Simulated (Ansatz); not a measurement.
# Sb (I4/mmm) in Ansatz: a series of runs

The runs below take Sb through relaxation of cell and atoms, with BLYP+D3(BJ), BLYP+D4.

All numbers are computed with Ansatz 0.2.0; they aren't measurements. Logs are shortened: lines on timing, memory, paths and dates and some standing lists are left out, and cuts for length are marked.

### Step 1. The crystal as given

It takes space group I4/mmm (No. 139, tetragonal). Conventional cell: a = 3.153 Å, b = 3.153 Å, c = 5.424 Å, α = 90.00°, β = 90.00°, γ = 90.00°. Sb (site symmetry 4/mmm) is surrounded by 12 Sb at 3.15 to 3.51 Å.

This isn't the form of Sb at room conditions, which is rhombohedral.

### Step 2. Relaxation of cell and atoms, BLYP+D3(BJ)

input.yaml reads:

```yaml
crystal:
  lattice:
    - [-1.5765401831, 1.5765401831, 2.7119384313]
    - [1.5765401831, -1.5765401831, 2.7119384313]
    - [1.5765401831, 1.5765401831, -2.7119384313]
  atoms:
    - { symbol: Sb, position: [0.0, 0.0, 0.0] }
hamiltonian:
  xc: blyp
  pseudopotentials: { kind: paw }
  dispersion: d3bj
kpoints:
  mp_grid: { grid: [12, 12, 12] }
scf:
  occupations: { method: fermi_dirac, width: 0.05 }
output:
  forces: true
  stress: true
  eigenvalues: true
  write_density: true
  write_potential: true
  elf: true
  volumetric_format: npy
relax:
  f_tol: 0.01
  max_steps: 40
  cell: { stress_tol: 0.05 }
```

Potentials or basis: Ansatz PAW.

Launch:

```bash
$ ansatz run input.yaml --threads 2 --pin off --max-ram 5632MiB --backend cpu --events-out ev --progress --plain --runs-dir out
```

The log of the run:

```text
Warning: RAYON_NUM_THREADS=2 ignored (pool sized by the plan → 2); use --threads N
Engine: ansatz 0.2.0, x86_64-unknown-linux-gnu
Pseudopotentials: kind: paw
Pseudopotential: Sb, paw, valence charge 15, recommended cutoff 420 eV (normal), Sb.paw.azcp
Functional definition: BLYP
  parameter beta = 0.0042
  parameter a = 0.04918
  parameter b = 0.132
  parameter c = 0.2533
  parameter d = 0.349
  exchange = b88_x(beta = beta)
  correlation = lyp_c(a = a, b = b, c = c, d = d)
Crystal: 1 atoms, lattice volume = 26.962 Å³
Basis set: ecut = 420 eV, 517 PW (Γ), exchange–correlation on 48×48×48 points (8 copies of the dense FFT grid, shifted against one another)
Bands: 12, of which v1, the nominal top of the filled ones, is band 8 counted from 1 (7 counted from 0)
Symmetry: 16 space group operations
Space group: I4/mmm (ITA 139), of the structure as read, at distance tolerance 3.0e-5 Å
k-points: 163 of 1728
Non-local potential: Sb, projectors of the file, l = 0: 2, l = 1: 2, l = 2: 2, l = 3: 2
PAW form: soft (Blöchl's): semilocal exchange-correlation on the pseudo side does not see the compensation charge
PAW frozen core: Sb, regenerated for the run's functional, and the local potential with it (the file was generated under x = pbe(κ = 0.804, μ = 0.2195149727645171), c = pbe(β = 0.06672455060314922))
PAW one-centre angular grid: Sb, 590 points (default); XC on 64 Gauss nodes
Initial density: superposition of atomic densities (neutral atoms: chi_scale 0, normalization atom), corrected by the library's trained network
Initial wavefunctions: pseudopotential atomic-orbital guess
Functional: x = b88, c = lyp
SCF iter   1: F=—  HF=-6501.940746 eV  |F-HF|=—  |Δ(HF+E_count)|=         —  Δρ=7.23e-3  dr2=1.28e-2  ethr=1.77e-3  ⟨swp⟩=5.2  Hψ=11680  notcnv=0
preconditioner: auto → Kerker (q_TF=auto, 2.474 Å⁻¹)  [metal: Δε(μ)=0.049 eV  Ē_g=12.665 eV  σ=0.050 eV  W_gap=0.24  n_scr=10 (ndim 8)  ℏωp=16.0 eV  f_vac=0.000  D(μ)=0.72/eV (n_scr^D=0)]
SCF iter   2: F=—  HF=-6501.938174 eV  |F-HF|=—  |Δ(HF+E_count)|=   2.57e-3  Δρ=4.76e-3  dr2=5.54e-3  ethr=8.53e-5  ⟨swp⟩=1.4  Hψ=3350  notcnv=0  defer=13
SCF iter   3: F=—  HF=-6501.937105 eV  |F-HF|=—  |Δ(HF+E_count)|=   1.07e-3  Δρ=1.44e-3  dr2=4.65e-4  ethr=3.69e-5  ⟨swp⟩=2.1  Hψ=3135  notcnv=0  defer=13
SCF iter   4: F=—  HF=-6501.936955 eV  |F-HF|=—  |Δ(HF+E_count)|=   1.50e-4  Δρ=8.72e-4  dr2=1.73e-4  ethr=3.10e-6  ⟨swp⟩=2.0  Hψ=3120  notcnv=0  defer=13
SCF iter   5: F=—  HF=-6501.936937 eV  |F-HF|=—  |Δ(HF+E_count)|=   1.78e-5  Δρ=3.41e-4  dr2=2.38e-5  ethr=1.15e-6  ⟨swp⟩=2.0  Hψ=3130  notcnv=0  defer=13
SCF iter   6: F=—  HF=-6501.936921 eV  |F-HF|=—  |Δ(HF+E_count)|=   1.67e-5  Δρ=9.67e-5  dr2=2.05e-6  ethr=1.59e-7  ⟨swp⟩=2.0  Hψ=3070  notcnv=0  defer=13
SCF iter   7: F=-6501.936919 eV  HF=-6501.936919 eV  |F-HF|=3.30e-8  |Δ(HF+E_count)|=   1.30e-6  Δρ=1.37e-5  dr2=4.46e-8  ethr=6.67e-10  ⟨swp⟩=8.5  Hψ=13233  notcnv=0
SCF 1 converged in 7 iterations: F = -6501.936919 eV  dr2 = 4.46e-8
relax step   1: F+E_penalty+E_count = -6501.93691935 eV  Δ(F+E_penalty+E_count) = +0.000e0 eV  max|allowed force component| = 0.000e0 eV/Å  Δτ_max = 0.0000 Å  P = +0.339 GPa  Ω = 26.962 Å³  (7 SCF iters, dr2 threshold 1.00e-7 eV, accepted)
Crystal: 1 atoms, lattice volume = 27.163 Å³
Initial density: handed on by an earlier stage of this run
Initial wavefunctions: those handed on with the density
iter 1 solved again at ethr=7.67e-8 eV; its pass at ethr=3.10e-3 eV (dr2=1.15e-5 eV) is discarded
SCF iter   1: F=—  HF=-6501.937287 eV  |F-HF|=—  |Δ(HF+E_count)|=         —  Δρ=6.84e-5  dr2=8.60e-7  ethr=7.67e-8  ⟨swp⟩=3.0  Hψ=17970  notcnv=0
preconditioner: auto → Kerker (q_TF=auto, 2.471 Å⁻¹)  [metal: Δε(μ)=0.026 eV  Ē_g=12.607 eV  σ=0.050 eV  W_gap=0.13  n_scr=10 (ndim 8)  ℏωp=15.9 eV  f_vac=0.000  D(μ)=0.74/eV (n_scr^D=0)]
SCF iter   2: F=—  HF=-6501.937288 eV  |F-HF|=—  |Δ(HF+E_count)|=   4.82e-7  Δρ=4.39e-5  dr2=3.78e-7  ethr=5.74e-9  ⟨swp⟩=1.0  Hψ=1956  notcnv=0
SCF iter   3: F=-6501.937288 eV  HF=-6501.937288 eV  |F-HF|=6.82e-9  |Δ(HF+E_count)|=   1.98e-7  Δρ=6.23e-6  dr2=1.05e-8  ethr=6.67e-10  ⟨swp⟩=7.2  Hψ=12780  notcnv=0
[... 21 lines left out ...]
Crystal: 1 atoms, lattice volume = 27.386 Å³
iter 1 solved again at ethr=2.15e-7 eV; its pass at ethr=3.10e-3 eV (dr2=3.22e-5 eV) is discarded
SCF iter   1: F=—  HF=-6501.940761 eV  |F-HF|=—  |Δ(HF+E_count)|=         —  Δρ=2.41e-4  dr2=1.79e-5  ethr=2.15e-7  ⟨swp⟩=2.9  Hψ=18510  notcnv=0
preconditioner: auto → Kerker (q_TF=auto, 2.468 Å⁻¹)  [metal: Δε(μ)=0.087 eV  Ē_g=12.571 eV  σ=0.050 eV  W_gap=0.37  n_scr=10 (ndim 8)  ℏωp=15.9 eV  f_vac=0.000  D(μ)=0.43/eV (n_scr^D=0)]
SCF iter   2: F=—  HF=-6501.940759 eV  |F-HF|=—  |Δ(HF+E_count)|=   1.77e-6  Δρ=1.55e-4  dr2=7.93e-6  ethr=1.19e-7  ⟨swp⟩=1.0  Hψ=1956  notcnv=0
SCF iter   3: F=—  HF=-6501.940758 eV  |F-HF|=—  |Δ(HF+E_count)|=   1.39e-6  Δρ=2.18e-5  dr2=1.51e-7  ethr=5.29e-8  ⟨swp⟩=2.0  Hψ=2289  notcnv=0
SCF iter   4: F=-6501.940758 eV  HF=-6501.940758 eV  |F-HF|=8.79e-9  |Δ(HF+E_count)|=   7.03e-8  Δρ=7.26e-6  dr2=1.52e-8  ethr=6.67e-10  ⟨swp⟩=9.1  Hψ=12472  notcnv=0
SCF 5 converged in 4 iterations: F = -6501.940758 eV  dr2 = 1.52e-8
relax step   5: F+E_penalty+E_count = -6501.94075795 eV  Δ(F+E_penalty+E_count) = -1.202e-3 eV  max|allowed force component| = 0.000e0 eV/Å  Δτ_max = 0.0000 Å  P = -0.138 GPa  Ω = 27.386 Å³  energy of the carried Pulay correction = -9.272e-5 eV  (4 SCF iters, dr2 threshold 1.00e-7 eV, accepted)
Crystal: 1 atoms, lattice volume = 27.346 Å³
iter 1 solved again at ethr=9.99e-9 eV; its pass at ethr=3.10e-3 eV (dr2=1.50e-6 eV) is discarded
SCF iter   1: F=—  HF=-6501.940825 eV  |F-HF|=—  |Δ(HF+E_count)|=         —  Δρ=9.38e-5  dr2=2.76e-6  ethr=9.99e-9  ⟨swp⟩=3.0  Hψ=17704  notcnv=0
preconditioner: auto → Kerker (q_TF=auto, 2.468 Å⁻¹)  [metal: Δε(μ)=0.003 eV  Ē_g=12.583 eV  σ=0.050 eV  W_gap=0.01  n_scr=10 (ndim 8)  ℏωp=15.9 eV  f_vac=0.000  D(μ)=0.43/eV (n_scr^D=0)]
SCF iter   2: F=—  HF=-6501.940825 eV  |F-HF|=—  |Δ(HF+E_count)|=   1.55e-7  Δρ=6.19e-5  dr2=1.24e-6  ethr=9.99e-9  ⟨swp⟩=1.0  Hψ=1956  notcnv=0
SCF iter   3: F=-6501.940825 eV  HF=-6501.940825 eV  |F-HF|=6.04e-9  |Δ(HF+E_count)|=   1.29e-7  Δρ=7.06e-6  dr2=1.20e-8  ethr=6.67e-10  ⟨swp⟩=7.8  Hψ=12404  notcnv=0
SCF 6 converged in 3 iterations: F = -6501.940825 eV  dr2 = 1.20e-8
relax step   6: F+E_penalty+E_count = -6501.94082504 eV  Δ(F+E_penalty+E_count) = -6.710e-5 eV  max|allowed force component| = 0.000e0 eV/Å  Δτ_max = 0.0000 Å  P = -0.014 GPa  Ω = 27.346 Å³  energy of the carried Pulay correction = -8.364e-5 eV  (3 SCF iters, dr2 threshold 1.00e-7 eV, accepted)
Initial wavefunctions: pseudopotential atomic-orbital guess (no wavefunctions were taken with the density)
iter 1 solved again at ethr=3.51e-7 eV; its pass at ethr=3.10e-3 eV (dr2=5.26e-5 eV) is discarded
SCF iter   1: F=—  HF=-6501.940898 eV  |F-HF|=—  |Δ(HF+E_count)|=         —  Δρ=3.16e-5  dr2=4.41e-8  ethr=3.51e-7  ⟨swp⟩=2.9  Hψ=16653  notcnv=0
eigensolver tolerance schedule: the retry pair's looser diagonalisation over-reported the residual by 1192.64 of it (diagonalisation noise at 0.16 of the residual, at the tolerance the schedule requests for it); recorded, not acted on — ethr = c·dr2/N_el stays at c = 1.0e-1
preconditioner: auto → Kerker (q_TF=auto, 2.468 Å⁻¹)  [metal: Δε(μ)=0.034 eV  Ē_g=12.585 eV  σ=0.050 eV  W_gap=0.16  n_scr=10 (ndim 8)  ℏωp=15.9 eV  f_vac=0.000  D(μ)=0.43/eV (n_scr^D=0)]
SCF iter   2: F=—  HF=-6501.940898 eV  |F-HF|=—  |Δ(HF+E_count)|=   1.38e-7  Δρ=1.69e-5  dr2=1.65e-8  ethr=2.94e-10  ⟨swp⟩=2.0  Hψ=3187  notcnv=0
SCF iter   3: F=—  HF=-6501.940898 eV  |F-HF|=—  |Δ(HF+E_count)|=   3.93e-8  Δρ=2.26e-6  dr2=1.11e-9  ethr=1.10e-10  ⟨swp⟩=2.0  Hψ=2360  notcnv=0
SCF iter   4: F=—  HF=-6501.940898 eV  |F-HF|=—  |Δ(HF+E_count)|=  1.89e-10  Δρ=9.58e-7  dr2=1.99e-10  ethr=7.42e-12  ⟨swp⟩=3.0  Hψ=3207  notcnv=0
SCF iter   5: F=-6501.940898 eV  HF=-6501.940898 eV  |F-HF|=1.82e-12  |Δ(HF+E_count)|=  1.11e-10  Δρ=1.34e-7  dr2=5.37e-12  ethr=1.00e-12  ⟨swp⟩=4.8  Hψ=9444  notcnv=0
SCF 7 converged in 5 iterations: F = -6501.940898 eV  dr2 = 5.37e-12
relax step   7: F+E_penalty+E_count = -6501.94089823 eV  Δ(F+E_penalty+E_count) = -7.319e-5 eV  max|allowed force component| = 0.000e0 eV/Å  Δτ_max = 0.0000 Å  P = -0.018 GPa  Ω = 27.346 Å³  stress off target by 4.02e-2 GPa  SCF on the basis re-selected at this cell (its energy is not comparable with the rows above)  (5 SCF iters)
basis re-selected at this cell: Δ(F+E_penalty+E_count) = -7.319e-5 eV, ΔP = -0.004 GPa vs the last step (what re-selecting the basis moved, of the pressure what is left beyond the Pulay correction that the steps carried, after the strain that the cell walked since its last selection, with what the two solves' SCF thresholds leave and, on support functions, any second-order correction that the steps lacked; it is no measure of the basis error at this ecutwfc). This SCF's stress stands 4.02e-2 GPa from its target on what of the cell is left free (relax.cell.stress_tol is 5.00e-2 GPa) and its largest allowed force component is 0.00e0 eV/Å (relax.f_tol is 1.00e-2 eV/Å): within both
SCF converged after 5 iterations
Free energy (F): -6501.940898 eV
Harris-Foulkes:  -6501.940898 eV  (|F-HF|=1.82e-12)
Internal energy: -6501.937023 eV  (E = F + TS)
E sigma→0 (E₀):  -6501.938961 eV
Entropy (-TS):   -0.003875 eV (-3.875 meV/atom)
Fermi energy:    11.915047 eV
--- Per-component energies (eV) ---
  E_band       = -141.029117
  E_kinetic    = 208.362855
  E_local      = -1453.640043  (includes V_loc(G=0)·N_el)
  E_nonlocal   = 358.175089
  E_hartree    = 664.832129
  E_xc         = -136.973514
  E_vxc        = -94.072321  (∫ρ·V_xc dr)
  E_paw        = -4592.314054  (= ΣΔE_a)
  E_vpaw       = -489.518852  (= ΣTr[D̂ρ^β])
  E_aug_tail   = -0.000002  (compensation charges beyond the density's cutoff)
  E_ewald      = -1549.088082
  E_disp       = -1.220087  (pairwise vdW)
  E_core_change = -0.071317  (= ΣΔE_core)
  E_smearing   = -0.003875  (= −TS)
  E_closure    = 0.000000  (closes the sum)
  Σ components = -6501.940898   (vs F -6501.940898, Δ=0.00e0)
--- Forces (eV/Å), atoms counted from 1 ---
  atom   1  Sb     0.00000000     0.00000000     0.00000000
  max |Σ_I F_I| component: 3.94e-31 eV/Å
--- Stress (GPa, compression-positive) ---
       -0.006331       0.000000       0.000000
        0.000000      -0.006331      -0.000000
        0.000000       0.000000      -0.040211
  P = ⅓ Tr σ = -0.0176 GPa (-0.176 kbar)
--- Band table (eV; the first three rows and the last of 163) ---
  k-point 0: bands = ["-17.4740", "-17.4300", "-17.3768", "-17.3768", "-17.3189", "-0.9979", "15.7701", "17.1239", "17.1239", "21.7644", "22.0591", "22.9718"]
  k-point 1: bands = ["-17.4595", "-17.4244", "-17.3804", "-17.3762", "-17.3242", "-0.7862", "15.5510", "16.0761", "16.3486", "21.2175", "22.1710", "22.1994"]
  k-point 2: bands = ["-17.4195", "-17.4093", "-17.3904", "-17.3746", "-17.3390", "-0.1538", "14.3237", "14.7733", "14.9137", "19.5613", "21.8311", "22.3261"]
  k-point 162: bands = ["-17.4881", "-17.4339", "-17.3362", "-17.3362", "-17.3098", "2.1384", "6.3307", "14.3130", "14.3130", "18.4303", "18.8296", "32.3271"]
--- Relaxed structure (6 steps of the walk, 6 accepted, 1 SCFs on fresh bases) ---
  F+E_penalty+E_count = -6501.94089823 eV   max|allowed force component| = 0.000e0 eV/Å   (the final SCF, on the basis selected at the relaxed cell)
  cell:  # Å, volume = 27.3458 Å³
    - [-1.5611568192672325, 1.5611568192672325, 2.805027162956271]
    - [1.5611568192672325, -1.5611568192672325, 2.805027162956271]
    - [1.5611568192672325, 1.5611568192672325, -2.805027162956271]
  atoms:
    - { symbol: Sb, position: [0.0, 0.0, 0.0] }
```

It took 17 s on 2 threads of Intel Xeon Platinum 8259CL at 2.50GHz (Skylake/Cascade Lake), shared host; peak memory 0.41 GiB.

Results:

- Free energy: -6501.9409 eV
- Relaxed volume: 27.35 Å³/atom
- Relaxed cell: a = 3.570 Å, b = 3.570 Å, c = 3.570 Å, α = 128.13°, β = 128.13°, γ = 76.41°
- Space group after relaxing (to 0.05 Å): I4/mmm (No. 139)
- Energy gained by relaxing: 4.0 meV/atom
- Ionic steps: 7
- Pressure after relaxing: 0.0 GPa
- Band gap on the k mesh: none (metal or under the smearing width)

The path:
```
step  energy change (eV)  largest force (eV/Å)  volume (Å³)
   1              0.0000                0.0000        26.96
   2             -0.0004                0.0000        27.16
   3             -0.0020                0.0000        27.40
   4             -0.0026                0.0000        27.72
   5             -0.0038                0.0000        27.39
   6             -0.0039                0.0000        27.35
   7             -0.0040                0.0000        27.35
```

Final structure:
```yaml
crystal:
  lattice:
    - [-1.56116, 1.56116, 2.80503]
    - [1.56116, -1.56116, 2.80503]
    - [1.56116, 1.56116, -2.80503]
  atoms:
    - { symbol: Sb, position: [0.00000, 0.00000, 0.00000] }
```

Levels at points of the mesh, in eV from the Fermi level:
```tsv
k point	band 5	band 6	band 7	band 8	band 9	band 10	band 11	band 12
(0.00, 0.00, 0.00)	-29.23	-12.91	3.86	5.21	5.21	9.85	10.14	11.06
(0.00, 0.00, -0.50)	-29.16	-6.69	-4.21	-1.36	0.66	3.72	4.72	15.01
(0.00, -0.50, 0.00)	-29.22	-9.23	-5.63	1.23	5.50	5.96	11.04	11.12
(-0.50, -0.50, -0.50)	-29.22	-9.78	-5.58	2.40	2.40	6.52	6.91	20.41
```

Caveat: the plane-wave basis is chosen anew once the cell has moved, so the energies of steps on either side of that aren't comparable; pairwise dispersion overbinds metals, which lowers pressure and volume; the PAW data sets come from PBE, with cores solved anew for the run's functional, which leaves a small shift of forces and pressure. The run has no spin-orbit coupling, so splittings on Sb are missing.

### Step 3. Relaxation of cell and atoms, BLYP+D4

Edit input.yaml of step 2 so:

```diff
@@ -10,3 +10,3 @@
   pseudopotentials: { kind: paw }
-  dispersion: d3bj
+  dispersion: d4
 kpoints:
@@ -19,6 +19,2 @@
   eigenvalues: true
-  write_density: true
-  write_potential: true
-  elf: true
-  volumetric_format: npy
 relax:
```

Potentials or basis: Ansatz PAW.

Launch:

```bash
$ ansatz run input.yaml --threads 2 --pin off --max-ram 5632MiB --backend cpu --events-out ev --progress --plain --runs-dir out
```

Run time: 23 s. Hardware: 2 threads of Intel Xeon Platinum 8259CL at 2.50GHz (Skylake/Cascade Lake), shared host; peak memory 0.39 GiB.

The run converged. Its results:

| Quantity | Value |
| --- | --- |
| Free energy | -6501.7790 eV |
| Relaxed volume | 27.88 Å³/atom |
| Relaxed cell | a = 3.596 Å, b = 3.596 Å, c = 3.596 Å, α = 128.24°, β = 128.24°, γ = 76.23° |
| Space group after relaxing (to 0.05 Å) | I4/mmm (No. 139) |
| Energy gained by relaxing | 8.3 meV/atom |
| Ionic steps | 8 |
| Pressure after relaxing | 0.0 GPa |
| Band gap on the k mesh | none (metal or under the smearing width) |

The path:
```csv
step,energy change (eV),largest force (eV/Å),volume (Å³)
1,0.0000,0.0000,26.96
2,-0.0029,0.0000,27.87
3,-0.0039,0.0000,27.73
4,-0.0066,0.0000,27.67
5,-0.0073,0.0000,27.87
6,-0.0081,0.0000,27.85
7,-0.0081,0.0000,27.88
8,-0.0083,0.0000,27.88
```

Final structure:
```xyz
1
Lattice="-1.5695 1.5695 2.8291 1.5695 -1.5695 2.8291 1.5695 1.5695 -2.8291" Properties=species:S:1:pos:R:3 pbc="T T T"
Sb    0.0000    0.0000    0.0000
```

Levels at points of the mesh, in eV from the Fermi level:
```
              k point  band 5  band 6  band 7  band 8  band 9  band 10  band 11  band 12
   (0.00, 0.00, 0.00)  -29.23  -12.78    3.70    5.08    5.08     9.75     9.95    11.06
  (0.00, 0.00, -0.50)  -29.17   -6.73   -4.12   -1.37    0.65     3.71     4.73    14.81
  (0.00, -0.50, 0.00)  -29.22   -9.20   -5.52    1.16    5.38     5.89    11.00    11.03
(-0.50, -0.50, -0.50)  -29.22   -9.76   -5.48    2.38    2.38     6.51     6.88    20.25
```

Caveat: the plane-wave basis is chosen anew once the cell has moved, so the energies of steps on either side of that aren't comparable; pairwise dispersion overbinds metals, which lowers pressure and volume; the PAW data sets come from PBE, with cores solved anew for the run's functional, which leaves a small shift of forces and pressure. The run has no spin-orbit coupling, so splittings on Sb are missing.
